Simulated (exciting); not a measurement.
# SnSe (Fm-3m) in exciting: single point with PBE

Aim: the single point of SnSe with PBE.

All numbers are computed with exciting (release sodium); they aren't measurements. Logs are shortened: lines on timing, memory, paths and dates and some standing lists are left out, and cuts for length are marked.

## 1. Starting point

It takes space group Fm-3m (No. 225, cubic). The conventional cell has a = 6.020 Å, b = 6.020 Å, c = 6.020 Å, α = 90.00°, β = 90.00°, γ = 90.00°. Sn (site symmetry m-3m) has 6 Se at 3.01 Å as nearest neighbours. Se (site symmetry m-3m) is surrounded by 6 Sn at 3.01 Å.

Measurements of this composition are mostly on another form, of space group No. 62.

## 2. Single point, PBE

File input.xml:

```xml
<input>
  <title>SnSe</title>
  <structure speciespath="./" tshift="false">
    <crystal scale="1">
      <basevect>0.000000000000 5.688075635124 5.688075635124</basevect>
      <basevect>5.688075635124 0.000000000000 5.688075635124</basevect>
      <basevect>5.688075635124 5.688075635124 0.000000000000</basevect>
    </crystal>
    <species speciesfile="Sn.xml" rmt="2.3">
      <atom coord="0.000000000000 0.000000000000 0.000000000000"/>
    </species>
    <species speciesfile="Se.xml" rmt="2">
      <atom coord="0.500000000000 0.500000000000 0.500000000000"/>
    </species>
  </structure>
  <groundstate do="fromscratch" ngridk="8 8 8" rgkmax="9" gmaxvr="14" lmaxapw="10" lmaxmat="10" lmaxvr="8" xctype="GGA_PBE" stype="Gaussian" swidth="0.00040424" nempty="10" ValenceRelativity="iora*" epsengy="1e-05" epspot="1e-05" maxscl="60" tforce="true" outputlevel="normal"/>
  <properties>
    <chargedensityplot>
      <plot3d>
        <box grid="22 22 22">
          <origin coord="0 0 0"/>
          <point coord="1 0 0"/>
          <point coord="0 1 0"/>
          <point coord="0 0 1"/>
        </box>
      </plot3d>
    </chargedensityplot>
    <elfplot>
      <plot3d>
        <box grid="22 22 22">
          <origin coord="0 0 0"/>
          <point coord="1 0 0"/>
          <point coord="0 1 0"/>
          <point coord="0 0 1"/>
        </box>
      </plot3d>
    </elfplot>
    <exccplot>
      <plot3d>
        <box grid="22 22 22">
          <origin coord="0 0 0"/>
          <point coord="1 0 0"/>
          <point coord="0 1 0"/>
          <point coord="0 0 1"/>
        </box>
      </plot3d>
    </exccplot>
  </properties>
</input>
```

Potentials or basis: all-electron LAPW+lo, shipped species files, valence relativity iora*.

Launch:

```bash
$ OMP_NUM_THREADS=1 exciting_smp
```

INFO.OUT:

```text
================================================================================
EXCITING SODIUM started
[... 10 lines left out ...]

 Lattice vectors (cartesian) :
      0.0000000000      5.6880756351      5.6880756351
      5.6880756351      0.0000000000      5.6880756351
      5.6880756351      5.6880756351      0.0000000000

 Reciprocal lattice vectors (cartesian) :
     -0.5523120393      0.5523120393      0.5523120393
      0.5523120393     -0.5523120393      0.5523120393
      0.5523120393      0.5523120393     -0.5523120393

 Unit cell volume                           :     368.0663238343
 Brillouin zone volume                      :       0.6739280325

 Species :    1 (Sn)
     parameters loaded from                 :    Sn.xml
     name                                   :    tin
     nuclear charge                         :     -50.00000000
     electronic charge                      :      50.00000000
     atomic mass                            :  216395.09200000
     muffin-tin radius                      :       2.30000000
     # of radial points in muffin-tin       :     400

     atomic positions (lattice) :
       1 :   0.00000000  0.00000000  0.00000000

 Species :    2 (Se)
     parameters loaded from                 :    Se.xml
     name                                   :    selenium
     nuclear charge                         :     -34.00000000
     electronic charge                      :      34.00000000
     atomic mass                            :  143935.27480000
     muffin-tin radius                      :       2.00000000
     # of radial points in muffin-tin       :     350

     atomic positions (lattice) :
       1 :   0.50000000  0.50000000  0.50000000

 Total number of atoms per unit cell        :       2

 Spin treatment                             :    spin-unpolarised

 Number of Bravais lattice symmetries       :      48
 Number of crystal symmetries               :      48

 k-point grid                               :       8    8    8
 Total number of k-points                   :      29
 k-point set is reduced with crystal symmetries

 R^MT_min * |G+k|_max (rgkmax)              :       9.00000000
 Species with R^MT_min                      :       2 (Se)
 Maximum |G+k| for APW functions            :       4.50000000
 Maximum |G| for potential and density      :      14.00000000

 G-vector grid sizes                        :      36    36    36
 Total number of G-vectors                  :   16889

 Maximum angular momentum used for
     APW functions                          :      10
     computing H and O matrix elements      :      10
     potential and density                  :       8
     inner part of muffin-tin               :       2

 Total nuclear charge                       :     -84.00000000
 Total electronic charge                    :      84.00000000
 Total core charge                          :      48.00000000
 Total valence charge                       :      36.00000000

 Number of empty states                     :      10
 Total number of valence states             :      29

 Maximum Hamiltonian size                   :     619
 Maximum number of plane-waves              :     588
 Total number of local-orbitals             :      31

 Exchange-correlation type                  :      20
     Perdew-Burke-Ernzerhof, Phys. Rev. Lett. 77, 3865 (1996)
     Generalised gradient approximation (GGA)

 Smearing scheme                            :    Gaussian
 Smearing width                             :       0.00040424

 Using multisecant Broyden potential mixing
[... 16 lines left out ...]
+ SCF iteration number :    1                                                  +
++++++++++++++++++++++++++++++++++++++++++++++++++++++++++++++++++++++++++++++++
 Total energy                               :     -8610.16741825
 _______________________________________________________________
 Fermi energy                               :         0.22305325
 Kinetic energy                             :      8993.39328248
 Coulomb energy                             :    -17350.12374610
 Exchange energy                            :      -249.07277743
 Correlation energy                         :        -4.36417720

 DOS at Fermi energy (states/Ha/cell)       :         0.00000000

 Electron charges :
     core                                   :        48.00000000
     core leakage                           :         0.00118446
     valence                                :        36.00000000
     interstitial                           :         5.42154681
     charge in muffin-tin spheres :
                  atom     1    Sn          :        47.20297840
                  atom     2    Se          :        31.37547479
     total charge in muffin-tins            :        78.57845319
     total charge                           :        84.00000000

 Estimated fundamental gap                  :         0.01579724
        valence-band maximum at    5      0.5000  0.0000  0.0000
     conduction-band minimum at    5      0.5000  0.0000  0.0000

++++++++++++++++++++++++++++++++++++++++++++++++++++++++++++++++++++++++++++++++
+ SCF iteration number :    2                                                  +
++++++++++++++++++++++++++++++++++++++++++++++++++++++++++++++++++++++++++++++++
 Total energy                               :     -8609.56716535
 _______________________________________________________________
 Fermi energy                               :         0.22532505
 Kinetic energy                             :      8993.54327903
 Coulomb energy                             :    -17349.71280175
 Exchange energy                            :      -249.03248097
 Correlation energy                         :        -4.36516166

 DOS at Fermi energy (states/Ha/cell)       :         0.00000000

 Electron charges :
     core                                   :        48.00000000
     core leakage                           :         0.00118926
     valence                                :        36.00000000
     interstitial                           :         5.47652781
     charge in muffin-tin spheres :
                  atom     1    Sn          :        47.25716529
                  atom     2    Se          :        31.26630691
     total charge in muffin-tins            :        78.52347219
     total charge                           :        84.00000000
[... 439 lines left out ...]
++++++++++++++++++++++++++++++++++++++++++++++++++++++++++++++++++++++++++++++++
+ SCF iteration number :   16                                                  +
++++++++++++++++++++++++++++++++++++++++++++++++++++++++++++++++++++++++++++++++
 Total energy                               :     -8609.35609201
 _______________________________________________________________
 Fermi energy                               :         0.22747895
 Kinetic energy                             :      8993.33155110
 Coulomb energy                             :    -17349.30705299
 Exchange energy                            :      -249.01494184
 Correlation energy                         :        -4.36564827

 DOS at Fermi energy (states/Ha/cell)       :         0.00000000

 Electron charges :
     core                                   :        48.00000000
     core leakage                           :         0.00118379
     valence                                :        36.00000000
     interstitial                           :         5.50162048
     charge in muffin-tin spheres :
                  atom     1    Sn          :        47.29503099
                  atom     2    Se          :        31.20334852
     total charge in muffin-tins            :        78.49837952
     total charge                           :        84.00000000

 Estimated fundamental gap                  :         0.02113970
        valence-band maximum at    5      0.5000  0.0000  0.0000
     conduction-band minimum at    5      0.5000  0.0000  0.0000

 RMS change in effective potential (target) :  0.110828E-08  ( 0.100000E-04)
 Absolute change in total energy   (target) :  0.361536E-05  ( 0.100000E-04)
 Charge distance                   (target) :  0.129302E-08  ( 0.100000E-04)
 Abs. change in max-nonIBS-force   (target) :   0.00000      ( 0.500000E-04)

++++++++++++++++++++++++++++++++++++++++++++++++++++++++++++++++++++++++++++++++
| Convergency criteria checked for the last 2 iterations                       +
| Convergence targets achieved. Performing final SCF iteration                 +
++++++++++++++++++++++++++++++++++++++++++++++++++++++++++++++++++++++++++++++++
 Total energy                               :     -8609.35609159
 _______________________________________________________________
 Fermi energy                               :         0.22747895
 Kinetic energy                             :      8993.33155126
 Coulomb energy                             :    -17349.30705274
 Exchange energy                            :      -249.01494183
 Correlation energy                         :        -4.36564827

 DOS at Fermi energy (states/Ha/cell)       :         0.00000000

 Electron charges :
     core                                   :        48.00000000
     core leakage                           :         0.00118379
     valence                                :        36.00000000
     interstitial                           :         5.50162048
     charge in muffin-tin spheres :
                  atom     1    Sn          :        47.29503099
                  atom     2    Se          :        31.20334852
     total charge in muffin-tins            :        78.49837952
     total charge                           :        84.00000000

 Estimated fundamental gap                  :         0.02113970
        valence-band maximum at    5      0.5000  0.0000  0.0000
     conduction-band minimum at    5      0.5000  0.0000  0.0000

++++++++++++++++++++++++++++++++++++++++++++++++++++++++++++++++++++++++++++++++
+ Self-consistent loop stopped                                                 +
++++++++++++++++++++++++++++++++++++++++++++++++++++++++++++++++++++++++++++++++
 STATE.OUT is written

--------------------------------------------------------------------------------
- Writing atomic positions and forces                                          -
--------------------------------------------------------------------------------

 Atomic positions (lattice) :
 atom     1  Sn  :     0.00000000    0.00000000    0.00000000
 atom     2  Se  :     0.50000000    0.50000000    0.50000000

 Total atomic forces including IBS (cartesian) :
 atom     1  Sn  :     0.00000000   -0.00000000   -0.00000000
 atom     2  Se  :     0.00000000    0.00000000    0.00000000

 Atomic force components including IBS (cartesian) :
 atom     1  Sn  :     0.00000000   -0.00000000    0.00000000   HF force
                 :    -0.00000000   -0.00000000   -0.00000000   core correction
                 :     0.00000000    0.00000000    0.00000000   IBS correction
 atom     2  Se  :    -0.00000000    0.00000000   -0.00000000   HF force
                 :     0.00000000    0.00000000    0.00000000   core correction
                 :    -0.00000000   -0.00000000   -0.00000000   IBS correction

********************************************************************************
* Groundstate module stopped                                                   *
********************************************************************************

--------------------------------------------------------------------------------
- CAUTION! Warnings have been written in file WARNING.OUT !                    -
--------------------------------------------------------------------------------
================================================================================
| EXCITING SODIUM stopped                                                      =
================================================================================
```

It took 4.9 min on 1 thread of Arm Neoverse V1, shared host; peak memory 0.15 GiB.

Results:

```yaml
Free_energy: -234272.5139 eV
Band_gap_on_the_k_mesh: 0.58 eV, direct
All_electrons_inside_the_program's_atomic_spheres: Sn 47.30; Se 31.20 (radii Sn 2.3, Se 2.0 bohr)
```

Caveat: spin-orbit coupling is left out, which moves the levels of the heavy elements.
